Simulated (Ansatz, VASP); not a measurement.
**S in VASP and in Ansatz**

```
S
1.0
     3.24643    0.00000    0.00000
    -1.62322    2.81149    0.00000
     0.00000    0.00000    6.67186
S
2
Direct
  0.66667 0.33333 0.43089
  0.33333 0.66667 0.56911
```

Alike in both runs: task single point; functional PBE; k mesh 6 × 6 × 4; occupations gaussian, width 0.1 eV; no spin polarisation.

|  | VASP | Ansatz |
| --- | --- | --- |
| version | VASP 6.6.1 | Ansatz 0.2.0 |
| potentials or method | VASP PAW PBE potentials, release 64 (S) | scalar-relativistic, plane waves, PAW |
| plane-wave cutoff (eV) | 520 | 420 |
| valence electrons in the cell | 12 | 12 |

VASP gave:

- gap on the k mesh at the Fermi level (eV): none
- pressure (GPa): 13.6
- largest component of the traceless stress (GPa): 10.16
- rms of the force components (eV/Å): 0.852

Which values does Ansatz return?

gap on the k mesh at the Fermi level (eV): none; pressure (GPa): 14.0; largest component of the traceless stress (GPa): 10.52; rms of the force components (eV/Å): 0.845.

Atom by atom the forces differ by 0.007 eV/Å (rms over components). A gap of «none» marks a metal or a gap that the smearing closes. With one functional, cell and mesh, what is left measures potentials, basis and numerics.

Caveats: the k mesh is coarse (spacing up to 0.37 Å⁻¹), so the values aren't converged; forces of over 1 eV/Å show positions far from the minimum, so gaps and moduli don't describe the material at rest.
